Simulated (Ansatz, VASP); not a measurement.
## Two plane-wave programs on KMgF3

Contents of POSCAR:

```
KMgF3
1.0
    3.7032807874      0.0000000000      0.0000000000
    0.0000000000      3.7032807874      0.0000000000
    0.0000000000      0.0000000000      3.7032807874
K Mg F
1 1 3
Direct
    0.5000000000      0.5000000000      0.5000000000
    0.0000000000      0.0000000000      0.0000000000
    0.5000000000      0.0000000000      0.0000000000
    0.0000000000      0.5000000000      0.0000000000
    0.0000000000      0.0000000000      0.5000000000
```

The input INCAR.step1:

```
ALGO = Normal
EDIFF = 1E-4
ENCUT = 520
GGA = PE
ISMEAR = 0
LASPH = True
LCHARG = False
LREAL = False
LWAVE = True
NBANDS = 24
NELM = 80
PREC = Accurate
SIGMA = 0.01
```

Contents of INCAR.step2:

```
ALGO = Normal
EDIFF = 1E-6
ENCUT = 520
ISIF = 2
ISMEAR = 0
ISTART = 1
LASPH = True
LCHARG = False
LMIXTAU = True
LREAL = False
LWAVE = False
METAGGA = R2SCAN
NBANDS = 24
NELM = 80
PREC = Accurate
SIGMA = 0.01
```

Contents of KPOINTS:

```
k-points
0
Gamma
  6 6 6
```

Input for Ansatz:

```yaml
crystal:
  lattice:
    - [3.7032807874, 0.0, 0.0]
    - [0.0, 3.7032807874, 0.0]
    - [0.0, 0.0, 3.7032807874]
  atoms:
    - { symbol: K, position: [0.5, 0.5, 0.5] }
    - { symbol: Mg, position: [0.0, 0.0, 0.0] }
    - { symbol: F, position: [0.5, 0.0, 0.0] }
    - { symbol: F, position: [0.0, 0.5, 0.0] }
    - { symbol: F, position: [0.0, 0.0, 0.5] }
scf:
  occupations: { method: fixed }
output:
  forces: true
  stress: true
  eigenvalues: true
  write_density: true
  write_potential: true
  elf: true
  volumetric_format: npy
hamiltonian:
  xc: r2scan
basis:
  ecutwfc: 560
kpoints:
  mp_grid: { grid: [6, 6, 6] }
```

Alike in both runs: task single point; functional r2SCAN; k mesh 6 × 6 × 6; no spin polarisation.

|  | VASP | Ansatz |
| --- | --- | --- |
| version | VASP 6.6.1 | Ansatz 0.2.0 |
| potentials or method | VASP PAW PBE potentials, release 64 (K_sv, Mg, F) | scalar-relativistic, plane waves, PAW |
| plane-wave cutoff (eV) | 520 | 560 |
| occupations | gaussian, width 0.01 eV | fixed |
| valence electrons in the cell | 32 | 40 |

```tsv
	VASP	Ansatz	Ansatz less VASP
gap on the k mesh at the Fermi level (eV)	10.26	10.27	+0.010
least direct gap on the mesh (eV)	10.55	10.55	0.000
pressure (GPa)	27.3	27.6	+0.30
```

The two sets of potentials don't hold the same shells in valence.

Caveats: so large a pressure means that the cell lies far from this level's equilibrium, or that cutoff or potentials fall short (VASP); the potentials were made for another functional, which shifts forces and pressure (VASP). A k mesh can miss the band edges. r2SCAN opens gaps a little over a GGA but as a rule still falls short of measured ones.
